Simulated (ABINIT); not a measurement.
# Si: single point with PBEsol

The system is Si.

```xyz
2
Lattice="0.0000 2.7219 2.7219 2.7219 0.0000 2.7219 2.7219 2.7219 0.0000" Properties=species:S:1:pos:R:3 pbc="T T T"
Si    2.7219    2.7219    2.7219
Si    4.0828    4.0828    4.0828
```

- Program: ABINIT 10.8.3 (patched build)
- Task: single point
- Functional: PBEsol
- Potentials or basis: JTH PAW PBE v2.0
- Cutoff: 408 eV
- k mesh: 3 × 3 × 3
- Occupations: fermi-dirac, width 0.05 eV
- Spin: no spin polarisation
- Fine-grid cutoff: 816.342 eV
- Exchange and correlation inside the PAW spheres: full angular mesh (pawxcdev 0, this build's default; the released program takes 1)

* Pressure: 1.4 GPa
* Band gap on the k mesh: 0.59 eV, indirect (least direct gap 2.47 eV)
* Valence electrons inside the program's atomic spheres: Si 1.55 (radii [1.0104] Å)

Levels at points of the mesh, in eV from the valence-band top:
| k point | band 2 | band 3 | band 4 | band 5 | band 6 | band 7 |
| --- | --- | --- | --- | --- | --- | --- |
| (0.00, 0.00, 0.00) | 0.00 | 0.00 | 0.00 | 2.47 | 2.47 | 2.47 |

It took 7.1 s on 1 thread of Arm Neoverse V1, on a shared host, peak memory 0.11 GiB.

Caveat: the k mesh is coarse (spacing up to 0.67 Å⁻¹), so the values aren't converged; the PAW data sets were made with another functional, which shifts forces and pressure a little; an odd mesh through Γ misses points on the zone boundary, where band edges often lie.
